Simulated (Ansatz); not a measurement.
The system is NaCl.

```
Cl Na
1.0
     0.00000    2.79406    2.79406
     2.79406    0.00000    2.79406
     2.79406    2.79406    0.00000
Cl Na
1 1
Cartesian
  2.7941 2.7941 2.7941
  0.0000 0.0000 0.0000
```

The cell is a database's computed one.

Base run:

```yaml
Program: Ansatz 0.2.0
Functional: LDA
Potentials_or_basis: all-electron LAPW, scalar-relativistic
Cutoff: 169 eV
Density_cutoff: 675 eV
Basis_error_allowed: 0.001 eV/atom
k_mesh: 8 × 8 × 8
Occupations: fermi-dirac, width 0.05 eV
Spin: no spin polarisation
```

Its results: band gap on the k mesh 4.80 eV, direct; pressure -1.8 GPa.

Q: After a change of settings the same cell gave: band gap on the k mesh 5.49 eV, direct; pressure 3.3 GPa. Which change was it?
A. functional from LDA to revPBE
B. functional from LDA to PBEsol; potentials or basis from all-electron LAPW, scalar-relativistic to all-electron PAW datasets made for the crystal
C. functional from LDA to BLYP

A: A.

revPBE binds less tightly than LDA, so the same cell stands under more pressure.

Not every run made on this cell is shown here.
